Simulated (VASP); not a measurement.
## A VASP 6.6.1 single-point calculation on CdF$_{2}$

INCAR

```
ISIF = 2
IMIX = 1
PREC = Low
NBANDS = 20
SIGMA = 0.02
EDIFF = 1E-7
NSW = 0
LWAVE = .FALSE.
LREAL = .FALSE.
LCHARG = .FALSE.
ENCUT = 520
LASPH = .TRUE.
IBRION = -1
ISMEAR = -1
AMIX = 0.4
GGA = PE
NELM = 120
```

KPOINTS

```
KPOINTS created by Atomic Simulation Environment
0
Gamma
8 8 8
0 0 0
```

POSCAR

```
Cd F
 1.0000000000000000
    -0.0000000000000000    2.6941776810402964    2.6941776810402964
     2.6941776810402964   -0.0000000000000000    2.6941776810402964
     2.6941776810402964    2.6941776810402964    0.0000000000000000
 Cd  F
   1   2
Cartesian
 -0.0000000000000000  0.0000000000000000 -0.0000000000000000
  1.3470888405201480  1.3470888405201480  1.3470888405201480
  4.0412665215604449  4.0412665215604449  4.0412665215604449
```

The recommended PBE PAW datasets give the neutral cell 26 valence electrons.

Command

```
mpirun -np 1 vasp_std
```

OSZICAR

```
N       E                     dE             d eps       ncg     rms          rms(c)
DAV:   1     0.197195450362E+03    0.19720E+03   -0.15431E+04  1192   0.131E+03
DAV:   2    -0.416120217971E+01   -0.20136E+03   -0.19376E+03  1272   0.344E+02
DAV:   3    -0.125376448102E+02   -0.83764E+01   -0.83541E+01  1352   0.767E+01
DAV:   4    -0.125737526340E+02   -0.36108E-01   -0.36106E-01  1224   0.517E+00
DAV:   5    -0.125738816755E+02   -0.12904E-03   -0.12904E-03  1340   0.280E-01    0.103E+01
DAV:   6    -0.108364385616E+02    0.17374E+01   -0.39783E+00  1472   0.373E+01    0.746E+00
DAV:   7    -0.108823030015E+02   -0.45864E-01   -0.88157E-01  1176   0.848E+00    0.430E+00
DAV:   8    -0.108690867708E+02    0.13216E-01   -0.28794E-02  1268   0.163E+00    0.230E+00
DAV:   9    -0.108668527754E+02    0.22340E-02   -0.18811E-03  1196   0.751E-01    0.144E+00
DAV:  10    -0.108667164819E+02    0.13629E-03   -0.16677E-03  1196   0.469E-01    0.861E-01
...
DAV:  16    -0.108674563564E+02   -0.19046E-04   -0.44822E-06  1208   0.212E-02    0.322E-02
DAV:  17    -0.108674657619E+02   -0.94056E-05   -0.21951E-06  1224   0.140E-02    0.185E-02
DAV:  18    -0.108674703457E+02   -0.45837E-05   -0.92735E-07  1200   0.870E-03    0.110E-02
DAV:  19    -0.108674725678E+02   -0.22221E-05   -0.44450E-07  1204   0.578E-03    0.647E-03
DAV:  20    -0.108674736375E+02   -0.10697E-05   -0.20182E-07  1148   0.373E-03    0.391E-03
DAV:  21    -0.108674741513E+02   -0.51379E-06   -0.96793E-08  1048   0.255E-03    0.236E-03
DAV:  22    -0.108674743965E+02   -0.24523E-06   -0.47027E-08   948   0.178E-03    0.146E-03
DAV:  23    -0.108674745132E+02   -0.11669E-06   -0.22185E-08   980   0.120E-03    0.912E-04
DAV:  24    -0.108674745684E+02   -0.55171E-07   -0.10573E-08   956   0.809E-04
   1 F= -.10867475E+02 E0= -.10867475E+02  d E =-.520592E-11
```

From OUTCAR

```
k-points           NKPTS =     29   k-points in BZ     NKDIM =     29   number of bands    NBANDS=     20

   NELECT =      26.0000    total number of electrons

   dimension x,y,z NGX =    24 NGY =   24 NGZ =   24
   dimension x,y,z NGXF=    24 NGYF=   24 NGZF=   24

  energy-cutoff  :      520.00
  volume of cell :       39.11
      direct lattice vectors                 reciprocal lattice vectors
     0.000000000  2.694177681  2.694177681    -0.185585384  0.185585384  0.185585384
     2.694177681  0.000000000  2.694177681     0.185585384 -0.185585384  0.185585384
     2.694177681  2.694177681  0.000000000     0.185585384  0.185585384 -0.185585384

 k-points in reciprocal lattice and weights: KPOINTS created by Atomic Simulation Env
   0.00000000  0.00000000  0.00000000       0.002
   0.12500000  0.00000000  0.00000000       0.016
   0.25000000  0.00000000  0.00000000       0.016
   0.37500000  0.00000000  0.00000000       0.016
   0.50000000  0.00000000  0.00000000       0.008
   0.12500000  0.12500000  0.00000000       0.012
   0.25000000  0.12500000  0.00000000       0.047
   0.37500000  0.12500000  0.00000000       0.047
   ...

 E-fermi :  -0.8770

 k-point     1 :       0.0000    0.0000    0.0000
  band No.  band energies     occupation
      1     -22.1161      2.00000
      2     -21.0117      2.00000
      3      -6.9280      2.00000
      4      -6.9276      2.00000
      5      -6.9276      2.00000
      6      -5.7205      2.00000
      7      -5.7205      2.00000
      8      -2.2851      2.00000
      9      -2.2832      2.00000
     10      -2.2832      2.00000
     11      -1.8135      2.00000
     12      -1.8121      2.00000
     13      -1.8121      2.00000
     14       1.7544      0.00000
     15      11.3896      0.00000
     16      11.3896      0.00000
     17      11.3901      0.00000
     18      16.3215      0.00000
     19      18.5840      0.00000
     20      18.5840      0.00000

 k-point     2 :       0.1250    0.0000    0.0000
  band No.  band energies     occupation
      1     -22.0661      2.00000
      2     -21.0552      2.00000
      3      -6.8690      2.00000
      4      -6.8687      2.00000
      5      -6.7620      2.00000
      6      -5.7383      2.00000
      7      -5.7383      2.00000
      8      -2.7598      2.00000
      9      -2.3907      2.00000
     10      -2.3892      2.00000
     11      -1.9176      2.00000
     12      -1.8012      2.00000
     13      -1.8000      2.00000
     14       2.3350      0.00000
     15      10.6762      0.00000
     16      11.6191      0.00000
     17      11.6195      0.00000
     18      17.3344      0.00000
     19      18.1841      0.00000
     20      18.1841      0.00000

 k-point     3 :       0.2500    0.0000    0.0000
  band No.  band energies     occupation
      1     -21.9318      2.00000
      2     -21.1755      2.00000
      3      -6.7332      2.00000
      4      -6.7329      2.00000
      5      -6.3171      2.00000
      6      -5.7529      2.00000
      7      -5.7528      2.00000
      8      -3.4935      2.00000
      9      -2.6738      2.00000
     10      -2.6724      2.00000
     11      -2.4354      2.00000
     12      -1.7651      2.00000
     13      -1.7638      2.00000
     14       3.6371      0.00000
     15       9.5019      0.00000
     16      12.2119      0.00000
     17      12.2121      0.00000
     18      17.5173      0.00000
     19      17.5174      0.00000
     20      18.2648      0.00000

 ...

  Total        1.5572444      1.5572444      1.5572444      0.0000000      0.0000000      0.0000000
  in kB       63.7908915     63.7908915     63.7908915      0.0000000      0.0000000      0.0000000
  external PRESSURE =      63.7908915 kB  Pullay stress =       0.0000000 kB

 POSITION                                       TOTAL-FORCE (eV/Angst)
 -----------------------------------------------------------------------------------
      0.00000      0.00000      0.00000        -0.000000     -0.000000     -0.000000
      1.34709      1.34709      1.34709        -0.000000      0.000000     -0.000000
      4.04127      4.04127      4.04127         0.000000     -0.000000      0.000000
 -----------------------------------------------------------------------------------
    total drift:                                0.000000      0.000000      0.000000

  FREE ENERGIE OF THE ION-ELECTRON SYSTEM (eV)
  ---------------------------------------------------
  free  energy   TOTEN  =       -10.8674745684 eV

  energy  without entropy=      -10.8674745684  energy(sigma->0) =      -10.86747457
```

It converged. Results: gap between bands v and c on the k mesh 3.07 eV; least direct gap on the k mesh 3.57 eV; pressure 6.4 GPa. Band v is the last that the valence electrons fill when counted band by band, and c is the next.

For comparison, a separate PBE run of the intended cell, on usual settings and not on those above, gives a gap of 3.07 eV on its mesh and a pressure of 6.2 GPa.

The run above took about 16 s on one core of a shared host (Intel Xeon Platinum 8488C) and held 0.12 GiB at most.
